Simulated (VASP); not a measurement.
Ti2O, 3 atoms in the cell. Symmetry: P-3m1, No. 164, trigonal system. The conventional cell has a = 2.951 Å, b = 2.951 Å, c = 4.814 Å, α = 90.00°, β = 90.00°, γ = 120.00°. Around Ti (site symmetry 3m) lie 3 O at 2.14 Å. O (site symmetry -3m) is surrounded by 6 Ti at 2.14 Å. The cell comes from a database or a generator and needn't be the stable form of this composition.

```yaml
Program: VASP 6.6.1
Task: single point
Functional: r2SCAN
Potentials_or_basis: VASP PAW PBE potentials, release 64 (Ti_sv, O)
Cutoff: 520 eV
k_mesh: 18 × 18 × 10
Occupations: gaussian, width 0.1 eV
Spin: no spin polarisation
Dipole_correction: no
Further_INCAR_settings: ALGO = Normal; EDIFF = 1e-07; NBANDS = 22
```

Potentials or basis: VASP PAW PBE potentials, release 64 (Ti_sv, O).

Run with:

```sh
$ cat potpaw_PBE.64/Ti_sv/POTCAR potpaw_PBE.64/O/POTCAR > POTCAR
$ cp INCAR.step1 INCAR
$ mpirun -np 1 vasp_std > vasp.out
$ cp INCAR.step2 INCAR
$ mpirun -np 1 vasp_std > vasp.out
```

Hardware: 1 thread of Intel(R) Xeon(R) 6975P-C (Granite Rapids), on a shared host.

Problem. How long does it take, and how much memory?

Solution. Run time: 6.7 min on 1 thread of Intel(R) Xeon(R) 6975P-C (Granite Rapids) (shared host), peak memory 0.34 GiB. Counts: scf iterations 18, k points 330.
